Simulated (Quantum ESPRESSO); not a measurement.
Crystal: TiB2.

```
CELL_PARAMETERS angstrom
3.02920 0.00000 0.00000
-1.51460 2.62336 0.00000
0.00000 0.00000 3.22840
ATOMIC_POSITIONS crystal
Ti 0.00000 0.00000 0.00000
B 0.66667 0.33333 0.50000
B 0.33333 0.66667 0.50000
```

| Item | Value |
| --- | --- |
| Program | Quantum ESPRESSO 7.5 |
| Task | phonons |
| Functional | revPBE |
| Potentials or basis | GBRV 1.5 PBE |
| Cutoff | 612 eV |
| Density cutoff | 4898 eV |
| k mesh | 8 × 8 × 7 |
| Occupations | cold, width 0.2 eV |
| Spin | no spin polarisation |
| Mixing beta | 0.5 |
| Most SCF iterations | 120 |
| SCF threshold | 6e-10 Ry |

The cell and the atoms were relaxed first, to 8.63 Å³/atom (a = 3.040 Å, b = 3.040 Å, c = 3.236 Å, α = 90.00°, β = 90.00°, γ = 120.00°), and the response was taken there.

```
CELL_PARAMETERS angstrom
3.03994 0.00000 0.00000
-1.51997 2.63266 0.00000
0.00000 0.00000 3.23562
ATOMIC_POSITIONS crystal
Ti 0.00000 0.00000 0.00000
B 0.66667 0.33333 0.50000
B 0.33333 0.66667 0.50000
```

Question: Where do the zone-centre optical modes lie?

Answer: A2u at 504 cm⁻¹ (IR); E1u at 505 cm⁻¹ (IR); B1g at 551 cm⁻¹ (silent); E2g at 875 cm⁻¹ (Raman).

Optical modes at Γ, degenerate ones joined:
| cm⁻¹ | components | symmetry | active in |
| --- | --- | --- | --- |
| 504 | 1 | A2u | IR |
| 505 | 2 | E1u | IR |
| 551 | 1 | B1g | silent |
| 875 | 2 | E2g | Raman |

Caveat: the mesh is thin for the phonons of a metal; the potentials were made for another functional, which shifts forces and pressure.
